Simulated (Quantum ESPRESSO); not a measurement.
Runs of Quantum ESPRESSO 7.5 on BN. It takes space group P6_3/mmc (No. 194, hexagonal). The conventional cell has a = 2.498 Å, b = 2.498 Å, c = 6.636 Å, α = 90.00°, β = 90.00°, γ = 120.00°. N (site symmetry -6m2) is surrounded by 3 B at 1.44 Å. B (site symmetry -6m2) has 3 N at 1.44 Å as nearest neighbours. 

```tsv
task	level	potentials or basis	cell	k mesh	cutoff (eV)	form of the LDA correlation	pressure (GPa)
dielectric tensor	LDA	GBRV 1.5 LDA	as given	8 × 8 × 2, shifted	612	PZ81	(a)
dielectric tensor	WC	GBRV 1.5 PBE	as given	8 × 8 × 2, shifted	612	-	2.2
phonons	LDA	PseudoDojo 0.4.1 SR LDA standard	relaxed	6 × 6 × 2, shifted	1143	PW92	0.0
dielectric tensor	BLYP	GBRV 1.5 PBE	as given	8 × 8 × 2, shifted	612	-	8.8
phonons	BLYP	PseudoDojo 0.4.1 SR PBE standard	relaxed	6 × 6 × 2, shifted	1143	-	0.5
```

Alike in all rows: no spin polarisation; smearing fermi-dirac 0.05 eV; the mesh is coarse, so values aren't converged.

**Question.** Fill in the values left out.

**Answer.** (a) -2.1.

Caveats: all runs use coarse meshes; the potentials were made for another functional, which shifts forces and pressure (some runs); this functional lacks dispersion, which binds the layers, so the pressure and a relaxed spacing across them are unreliable (some runs); the layers were relaxed without a dispersion term, so their spacing and the soft interlayer modes are unreliable (some runs); the cell is more than 3 GPa from zero pressure, which shifts response properties (some runs); this functional lacks dispersion, which binds the layers, so the pressure and a relaxed spacing across them are unreliable, and here the layers came unbound (some runs).
